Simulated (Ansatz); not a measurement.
Set up this calculation in Ansatz 0.2.0, as the native input.

```
Task                : relaxation of cell and atoms
Functional          : HSE06
Potentials or basis : Ansatz PAW
Cutoff              : 420 eV (not typed: the program's choice for these potentials)
k mesh              : 5 × 5 × 5
Occupations         : fermi-dirac, width 0.05 eV
Spin                : no spin polarisation
```

Crystal: AlPt.

```
CELL_PARAMETERS angstrom
3.09155 0.00000 0.00000
0.00000 3.09155 0.00000
0.00000 0.00000 3.09155
ATOMIC_POSITIONS crystal
Pt 0.50000 0.50000 0.50000
Al 0.00000 0.00000 0.00000
```

Measurements of this composition are mostly on another form, of space group No. 198.

One way to write it, as run:

input

```
crystal:
  lattice:
    - [3.091546, 0.0, 0.0]
    - [0.0, 3.091546, 0.0]
    - [0.0, 0.0, 3.091546]
  atoms:
    - { symbol: Pt, position: [0.5, 0.5, 0.5] }
    - { symbol: Al, position: [0.0, 0.0, 0.0] }
hamiltonian:
  xc: hse06
  pseudopotentials: { kind: paw }
kpoints:
  mp_grid: { grid: [5, 5, 5] }
scf:
  occupations: { method: fermi_dirac, width: 0.05 }
output:
  forces: true
  stress: true
  eigenvalues: true
relax:
  f_tol: 0.01
  max_steps: 40
  cell: { stress_tol: 0.05 }
```

It gave:

* Relaxed volume: 14.45 Å³/atom
* Relaxed cell: a = 3.069 Å, b = 3.069 Å, c = 3.069 Å, α = 90.00°, β = 90.00°, γ = 90.00°
* Space group after relaxing (to 0.05 Å): Pm-3m (No. 221)
* Energy gained by relaxing: 4.4 meV/atom
* Ionic steps: 5
* Pressure after relaxing: 0.0 GPa
* Band gap on the k mesh: none (metal or under the smearing width)

Caveat: the k mesh is coarse (spacing up to 0.41 Å⁻¹), so the values aren't converged, least of all with exact exchange; the plane-wave basis is chosen anew once the cell has moved, so the energies of steps on either side of that aren't comparable; the PAW data sets come from PBE, with cores solved anew for the run's functional, which leaves a small shift of forces and pressure.

Run time: 40 s on 1 × NVIDIA H100 80GB HBM3 with 2 threads of AMD EPYC 7R13 Processor (Zen 3) (shared host), peak memory 1.7 GiB.
